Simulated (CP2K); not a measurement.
The system is Ru.

```
Ru
1.0
     2.70580    0.00000    0.00000
    -1.35290    2.34329    0.00000
     0.00000    0.00000    4.28190
Ru
2
Direct
  0.66667 0.33333 0.75000
  0.33333 0.66667 0.25000
```

Base run:

* Program: CP2K 2026.2
* Functional: PBE
* Potentials or basis: GTH_POTENTIALS Ru GTH-PADE-q16; DZVP-MOLOPT-SR-GTH basis
* Density cutoff: 6123 eV
* k mesh: 11 × 11 × 6
* Occupations: fermi-dirac, width 0.05 eV
* Spin: no spin polarisation

Its results: band gap on the k mesh none (metal or under the smearing width); pressure -1.7 GPa.

**Question.** The run is repeated on the same cell with these changes: potentials or basis from GTH_POTENTIALS Ru GTH-PADE-q16; DZVP-MOLOPT-SR-GTH basis to GTH_POTENTIALS Ru GTH-PBE-q16; DZVP-MOLOPT-SR-GTH basis; potentials from Ru GTH-PADE-q16 of GTH_POTENTIALS to Ru GTH-PBE-q16 of GTH_POTENTIALS. What comes out?

**Answer.** Band gap on the k mesh none (metal or under the smearing width); pressure 5.2 GPa.

Caveats: the basis of atomic orbitals isn't converged, which shifts pressures, moduli and gaps; the potentials were made for another functional, which shifts forces and pressure (some runs).
